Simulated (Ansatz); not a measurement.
ZrC: changing the functional

It takes space group P6_3/mmc (No. 194, hexagonal). Conventional cell: a = 3.391 Å, b = 3.391 Å, c = 5.290 Å, α = 90.00°, β = 90.00°, γ = 120.00°. Around Zr (site symmetry -6m2) lie 6 C at 2.36 Å. C (site symmetry -3m) has 6 Zr at 2.36 Å and 2 C at 2.65 Å as nearest neighbours.

The cell comes from a database or a generator and needn't be the stable form of this composition.

Kept alike: task band structure; k mesh 7 × 7 × 4; occupations fermi-dirac, width 0.05 eV; no spin polarisation. Program: Ansatz, Ansatz PAW. Cutoffs run from 420 to 500 eV. The mesh is that of the run's cell of 4 atoms. No spin-orbit coupling.

| run | pressure (GPa) |
| --- | --- |
| A | -2.33 |
| B | -11.84 |
| C | 4.93 |
| D | -7.90 |

Pressure is positive in compression, with a Pulay correction for the finite cutoff. For a metal such a mesh leaves the last digits unconverged. All rows use potentials made for PBE.

Task: The runs differ in the functional (and the cutoff that goes with it) alone: BLYP; LDA; PBEsol; r2SCAN. Which run is which?

Result: Run A is r2SCAN; run B is LDA; run C is BLYP; run D is PBEsol. The pressure runs from -11.84 (LDA) to 4.93 GPa (BLYP). A positive pressure means that the functional's own cell is larger than the one given, a negative one that it is smaller.

At this fixed cell the pressure rises from LDA through PBEsol and r2SCAN to BLYP, the usual order from overbinding to underbinding. Gradient corrections to exchange favour inhomogeneous densities and so weaken cohesion relative to LDA. PBEsol keeps this correction gentle to suit densely packed solids, whereas the stronger gradient dependence of Becke exchange in BLYP pushes the atoms apart. LYP correlation also misses the uniform-gas limit, a handicap in a metallic carbide. r2SCAN uses the kinetic-energy density to tell bonding regions apart, and its -2.33 GPa places the given cell closest to its own equilibrium volume, if the compressibilities are similar.

The size of the pressures probably reflects the stiffness of the Zr 4d–C 2p bonding network: in a hard carbide, even a small mismatch in bond length produces a stress of several GPa. The spread therefore need not mean a large disagreement over the lattice constants. Nor does a pressure near zero identify the most accurate functional, since that would need a measured equilibrium volume for this same polymorph.
